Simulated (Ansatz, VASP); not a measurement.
**Two plane-wave programs on Rb**

```
CELL_PARAMETERS angstrom
8.08557 0.00000 0.00000
-4.04279 7.00231 0.00000
0.00000 0.00000 4.85681
ATOMIC_POSITIONS crystal
Rb 0.33333 0.66667 0.50000
Rb 0.00000 0.00000 0.00000
Rb 0.66667 0.33333 0.50000
```

Alike in both runs: task relaxation of cell and atoms; functional PBE; k mesh 9 × 9 × 10; occupations gaussian, width 0.1 eV; no spin polarisation.

|  | VASP | Ansatz |
| --- | --- | --- |
| version | VASP 6.6.1 | Ansatz 0.2.0 |
| potentials or method | VASP PAW PBE potentials, release 64 (Rb_sv) | scalar-relativistic, plane waves, PAW |
| plane-wave cutoff (eV) | 600 | 420 |
| valence electrons in the cell | 27 | 27 |

```tsv
	VASP	Ansatz	Ansatz less VASP
gap on the k mesh at the Fermi level, each at its own relaxed structure (eV)	none	none	-
relaxed volume (Å³/atom)	91.66	91.66	0.000
relaxed cell length with the largest relative difference (Å)	4.857	4.857	0.0000
```

A gap of «none» marks a metal or a gap that the smearing closes.

Caveats: the relaxation stopped at its first step, so nothing moved.
